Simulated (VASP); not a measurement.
**A VASP 6.6.1 single-point calculation on Si**

INCAR

```
IBRION = -1
METAGGA = RTPSS
LCHARG = .FALSE.
LWAVE = .FALSE.
PREC = Accurate
ENCUT = 520
EDIFF = 1E-7
SIGMA = 0.02
ISMEAR = -1
NBANDS = 11
NSW = 0
NELM = 120
LREAL = .FALSE.
ISIF = 2
LASPH = .TRUE.
```

KPOINTS

```
KPOINTS created by Atomic Simulation Environment
0
Gamma
8 8 8
0 0 0
```

POSCAR

```
Si
 1.0000000000000000
     0.0000000000000000    2.8037824625000001    2.6618909388000001
     2.8037824625000001    0.0000000000000000    2.6618909388000001
     2.8037824625000001    2.8037824625000001    0.0000000000000000
 Si
   2
Cartesian
  0.0000000000000000  0.0000000000000000  0.0000000000000000
  1.4018912312500000  1.4018912312500000  1.3309454694000002
```

The recommended PBE PAW datasets give the neutral cell 8 valence electrons.

Command

```
mpirun -np 1 vasp_std
```

How does this run end, and what does it give?

It converged. Results: gap between bands v and c on the k mesh 0.13 eV; least direct gap on the k mesh 2.31 eV; pressure -3.5 GPa. Band v is the last that the valence electrons fill when counted band by band, and c is the next.

OSZICAR

```
N       E                     dE             d eps       ncg     rms          rms(c)
DAV:   1     0.784201140108E+01    0.78420E+01   -0.32210E+03  1298   0.590E+02
DAV:   2    -0.126536863977E+02   -0.20496E+02   -0.19529E+02  1751   0.117E+02
DAV:   3    -0.134895692655E+02   -0.83588E+00   -0.82957E+00  1871   0.185E+01
DAV:   4    -0.134965439740E+02   -0.69747E-02   -0.69689E-02  1741   0.200E+00
DAV:   5    -0.134966331506E+02   -0.89177E-04   -0.89173E-04  1799   0.215E-01    0.728E+00
DAV:   6    -0.134538314221E+02    0.42802E-01   -0.79110E+00  1325   0.233E+01    0.468E+00
DAV:   7    -0.133895208029E+02    0.64311E-01   -0.98156E-02  1559   0.213E+00    0.270E+00
DAV:   8    -0.133861829606E+02    0.33378E-02   -0.52542E-02  1406   0.139E+00    0.214E-01
DAV:   9    -0.133878124933E+02   -0.16295E-02   -0.27731E-03  1589   0.421E-01    0.182E-01
DAV:  10    -0.133879740912E+02   -0.16160E-03   -0.62943E-04  1445   0.143E-01    0.228E-02
DAV:  11    -0.133879787803E+02   -0.46891E-05   -0.77164E-06  1591   0.206E-02    0.962E-03
DAV:  12    -0.133879839403E+02   -0.51599E-05   -0.70902E-06  1484   0.163E-02    0.814E-03
DAV:  13    -0.133879840280E+02   -0.87754E-07   -0.17411E-07  1549   0.281E-03
   1 F= -.13387984E+02 E0= -.13387966E+02  d E =-.370457E-04
```

For comparison, a separate PBE run of the intended cell, on usual settings and not on those above, gives a gap of 0.15 eV on its mesh and a pressure of -2.0 GPa.
